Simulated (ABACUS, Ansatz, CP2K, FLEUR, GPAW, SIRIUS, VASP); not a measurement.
**GaAs: equilibrium volume by level of theory**

**What was measured.** The equilibrium volume of GaAs (F-43m) is reported as 22.58 Å³/atom at 298 K (a printed reference work). The runs below try to reproduce it.

Space group F-43m (No. 216). a = 5.654 Å, b = 5.654 Å, c = 5.654 Å, α = 90.00°, β = 90.00°, γ = 90.00°
```
atom  site  symmetry       x       y       z
  As    4c      -43m  0.2500  0.2500  0.2500
  Ga    4a      -43m  0.0000  0.0000  0.0000
```

| rung | level | program and potentials | cutoff (eV) | k mesh | smearing | task | equilibrium volume (Å³/atom) | miss | notes |
| --- | --- | --- | --- | --- | --- | --- | --- | --- | --- |
| LDA | LDA | FLEUR, all-electron, FLAPW | - | 8 × 8 × 8 | fermi-dirac 0.05 | equation of state | 21.97 | -2.7 % | fit through 5 volumes |
| GGA + dispersion | BLYP+D3(zero damping) | VASP, PBE PAW files As, Ga_d, 600 eV | 600 | 8 × 8 × 8 | fermi-dirac 0.05 | relaxation of cell and atoms | 24.07 | +6.6 % | potentials made for PBE |
| GGA + dispersion | BP86+D4 | GPAW, PAW data sets generated for this functional | 600 | 8 × 8 × 8 | fermi-dirac 0.05 | equation of state | 22.43 | -0.7 % | - |
| GGA | PBE | VASP, PBE PAW files As, Ga_d, release 54, 900 eV | 900 | 8 × 8 × 8 | fermi-dirac 0.05 | relaxation of cell and atoms | 23.81 | +5.4 % | - |
| GGA | PBEsol | ABACUS, PseudoDojo NC SR 0.4.1 PBEsol standard, plane waves | 1143 | 8 × 8 × 8 | fermi-dirac 0.05 | equation of state | 22.68 | +0.4 % | - |
| GGA | PBEsol | CP2K, POTENTIAL_UZH As GTH-PBE-q5, Ga GTH-PBE-q13; TZVP-MOLOPT-PBE-GTH basis | - | 8 × 8 × 8 | fermi-dirac 0.05 | equation of state | 23.14 | +2.5 % | atomic basis; potentials made for PBE |
| GGA | PBEsol | FLEUR, all-electron, FLAPW | - | 8 × 8 × 8 | fermi-dirac 0.05 | equation of state | 22.65 | +0.3 % | - |
| GGA | PBEsol | SIRIUS, PseudoDojo 0.4.1 PBEsol standard (scalar relativistic) | 1152 | 8 × 8 × 8 | fermi-dirac 0.05 | equation of state | 22.68 | +0.4 % | - |
| GGA | PBEsol | VASP, PBE PAW files As, Ga_d, 520 eV | 520 | 8 × 8 × 8 | fermi-dirac 0.05 | equation of state | 22.70 | +0.5 % | potentials made for PBE |
| GGA + dispersion | PBEsol+D4 | Ansatz, all-electron LAPW, scalar-relativistic | - | 8 × 8 × 8 | fermi-dirac 0.05 | relaxation of cell and atoms | 22.15 | -1.9 % | - |
| GGA + dispersion | revPBE+D4 | VASP, PBE PAW files As, Ga_d, 600 eV | 600 | 8 × 8 × 8 | fermi-dirac 0.05 | relaxation of cell and atoms | 22.44 | -0.6 % | potentials made for PBE |
| non-local van der Waals functional | vdW-DF | VASP, PBE PAW files As, Ga_d, 600 eV | 600 | 8 × 8 × 8 | fermi-dirac 0.05 | relaxation of cell and atoms | 24.96 | +10.5 % | potentials made for PBE |

All rows: no spin polarisation. Smearing widths are in eV. Meshes are those of the run's cell of 2 atoms unless a note names another. Relaxations start from the cell shown or near it and stop with a little pressure left. Misses use the values as printed. Runs on faulty files, with rough fits or with known faults for this quantity aren't shown. No row holds spin-orbit coupling.

By rung: LDA 21.97; GGA + dispersion 22.15 to 24.07; GGA 22.65 to 23.81; non-local van der Waals functional 24.96; GGA in atomic bases 23.14 (Å³/atom). Measured: 22.58 Å³/atom at 298 K (a printed reference work). Closest, coarse meshes and atomic bases left aside, is PBEsol with FLEUR, all-electron, FLAPW (+0.3 %), and PBE misses by +5.4 % on plain settings. The runs are for a static lattice, while measurements hold temperature and zero-point motion.
